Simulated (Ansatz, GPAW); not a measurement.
# InAs: programs and potentials compared

```
In As
1.0
     0.00000    3.01800    3.01800
     3.01800    0.00000    3.01800
     3.01800    3.01800    0.00000
In As
1 1
Cartesian
  0.0000 0.0000 0.0000
  4.5270 4.5270 4.5270
```

Alike in all runs: task single point; functional PBE; k mesh 8 × 8 × 8; occupations gaussian, width 0.025 eV; no spin polarisation; no spin-orbit coupling. A missing gap at this level doesn't show that the real crystal is a metal. Pressure is positive in compression and, in plane waves, holds the error of the finite cutoff, which Ansatz's Pulay term estimates and takes out.

```
                        program and potentials  plane-wave cutoff (eV)                                                                      notes  band gap (eV)  pressure (GPa)
                            Ansatz, Ansatz PAW                     420  14 valence electrons an atom on average; Pulay term of +0.04 GPa included         no gap            4.29
Ansatz, all-electron LAPW, scalar-relativistic                       -                                                                          -         no gap            4.30
    GPAW, GPAW PAW data sets (gpaw-data 1.2.1)                     600                                     9 valence electrons an atom on average         no gap            4.04
```

None finds a gap. The pressure spans 4.04 (GPAW, GPAW PAW data sets (gpaw-data 1.2.1)) to 4.30 GPa (Ansatz, all-electron LAPW, scalar-relativistic), with all-electron results at 4.30.

The functional is the same throughout but for its coding, so the spread measures potentials, basis and numerics; runs on potential files found faulty are left out.
